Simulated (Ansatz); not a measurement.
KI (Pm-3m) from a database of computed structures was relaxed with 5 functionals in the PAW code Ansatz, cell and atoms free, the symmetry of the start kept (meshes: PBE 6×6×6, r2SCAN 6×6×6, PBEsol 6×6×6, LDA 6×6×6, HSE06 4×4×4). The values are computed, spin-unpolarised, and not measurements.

The LDA result:
```
K I
1.0
     4.12236    0.00000    0.00000
     0.00000    4.12236    0.00000
     0.00000    0.00000    4.12236
K I
1 1
Cartesian
  0.0000 0.0000 0.0000
  2.0612 2.0612 2.0612
```

The symmetry is Pm-3m (No. 221, cubic); a = 4.122 Å in the conventional setting, 35.03 Å³ an atom. Around K lie 8 I at 3.57 Å; around I lie 8 K at 3.57 Å.

**Question.** Order the functionals by the relaxed volume, smallest first.
A. LDA
B. PBE
C. HSE06
D. r2SCAN
E. PBEsol

**Answer.** A (35.03 Å³/atom), E (37.83 Å³/atom), D (39.51 Å³/atom), C (40.35 Å³/atom), B (40.87 Å³/atom).

**Question.** How does the cell change with PBEsol?

**Answer.** a = 4.229 Å; the volume differs by +8.0 % from LDA's. K is surrounded by 8 I at 3.66 Å; I is surrounded by 8 K at 3.66 Å.

**Question.** How does the cell change with HSE06?

**Answer.** a = 4.321 Å; the volume differs by +15.2 % from LDA's. K has 8 I at 3.74 Å; I has 8 K at 3.74 Å.

**Question.** Held at the r2SCAN cell, what mean stress do LDA and PBE find, and does its sign point to their own minimum?

**Answer.** Yes. LDA -1.71 GPa, and its relaxed volume is -11.3 % from r2SCAN's; PBE +0.48 GPa, and its relaxed volume is +3.5 % from r2SCAN's. Compression counts positive, so a positive stress asks for a larger cell.
